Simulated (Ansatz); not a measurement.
GeO2 (rutile)

```yaml
crystal:
  lattice:
    - [4.48750, 0.00000, 0.00000]
    - [0.00000, 4.48750, 0.00000]
    - [0.00000, 0.00000, 2.90497]
  atoms:
    - { symbol: Ge, position: [0.00000, 0.00000, 0.00000] }
    - { symbol: Ge, position: [0.50000, 0.50000, 0.50000] }
    - { symbol: O, position: [0.30714, 0.30714, 0.00000] }
    - { symbol: O, position: [0.80714, 0.19286, 0.50000] }
    - { symbol: O, position: [0.19286, 0.80714, 0.50000] }
    - { symbol: O, position: [0.69286, 0.69286, 0.00000] }
```

Equation-of-state scan: isotropic scaling of the cell above, V₀ being its volume. The atoms relax within the cell's symmetry.

All values below come from PBE (plane waves to 420 eV, PAW, scalar-relativistic; Ansatz, a quantum-chemistry and plane-wave program). k mesh 8×8×11 (Γ-centred), Fermi-Dirac smearing 0.05 eV. Energies are smeared free energies. Compression counts positive. GeO2 was relaxed with its symmetry unable to fall. ΔE is measured from the relaxed starting cell.

```
V (Å³/atom)  P (GPa)  ΔE (kJ/mol of atoms)
-----------  -------  --------------------
8.775           28.9                  7.66
8.970           21.7                  4.69
9.165           15.3                   [?]
9.360            9.6                   [?]
9.555            4.5                  0.26
9.750            0.0                  0.00
9.945           -4.0                  0.24
10.140          -7.5                  0.92
10.335         -10.6                   [?]
10.530         -13.4                  3.40
10.725         -15.8                   [?]
```

Question: Complete the blanks.

Answer: 
- 9.165, ΔE (kJ/mol of atoms): 2.53
- 9.360, ΔE (kJ/mol of atoms): 1.08
- 10.335, ΔE (kJ/mol of atoms): 1.99
- 10.725, ΔE (kJ/mol of atoms): 5.12

(Under strain, the slope of the energy per volume gives the stress and its curvature an elastic modulus.)
